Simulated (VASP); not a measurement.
Wanted: the native input for a VASP 6.6.1 run.

| Item | Value |
| --- | --- |
| Task | single point |
| Functional | PBE |
| Potentials or basis | VASP PAW PBE potentials, release 64 (Hf_pv, O) |
| Cutoff | 520 eV |
| k mesh | 5 × 6 × 5 |
| Occupations | gaussian, width 0.014 eV |
| Spin | no spin polarisation |
| Further INCAR settings | ALGO = Normal; EDIFF = 1e-06 |

The structure of HfO2 lies in POSCAR:

```
HfO2
1.0
    5.2194633600      0.0000000000      0.0000000000
    0.0000000000      5.0047636900      0.0000000000
    0.0000000000      0.0000000000      5.0326850500
Hf O
4 8
Direct
    0.9669940000      0.7325208200      0.7414403500
    0.5330060000      0.7325208200      0.2414403500
    0.4669940000      0.2674791800      0.7414403500
    0.0330060000      0.2674791800      0.2414403500
    0.6321274500      0.9286454000      0.8792672600
    0.8678725500      0.9286454000      0.3792672600
    0.2339485200      0.5398830500      0.4922923900
    0.2660514800      0.5398830500      0.9922923900
    0.7660514800      0.4601169500      0.9922923900
    0.7339485200      0.4601169500      0.4922923900
    0.1321274500      0.0713546000      0.8792672600
    0.3678725500      0.0713546000      0.3792672600
```

Measurements of this composition are mostly on another form, of space group No. 14.

The input as run:

INCAR

```
PREC = Accurate
ENCUT = 520
EDIFF = 1E-6
ISMEAR = 0
SIGMA = 0.014
LREAL = False
LASPH = True
NELM = 80
ALGO = Normal
ISIF = 2
LWAVE = False
LCHARG = True
GGA = PE
LELF = True
LVHAR = True
```

KPOINTS

```
Automatic mesh
0
Gamma
  5 6 5
```

Potentials or basis: VASP PAW PBE potentials, release 64 (Hf_pv, O).

Launch:

```bash
$ cat potpaw_PBE.64/Hf_pv/POTCAR potpaw_PBE.64/O/POTCAR > POTCAR
$ mpirun -np 1 vasp_std > vasp.out
```

It gave:

| Property | Result |
| --- | --- |
| Pressure | 6.3 GPa |
| Largest force | 0.070 eV/Å |
| Band gap on the k mesh | 4.44 eV, indirect (least direct gap 4.65 eV) |

Caveat: spin-orbit coupling is left out, which moves the levels of the heavy elements; an odd mesh through Γ misses points on the zone boundary, where band edges often lie.

Run time: 2.1 min on 1 thread of Intel(R) Xeon(R) 6975P-C (Granite Rapids), on a shared host, peak memory 0.34 GiB.
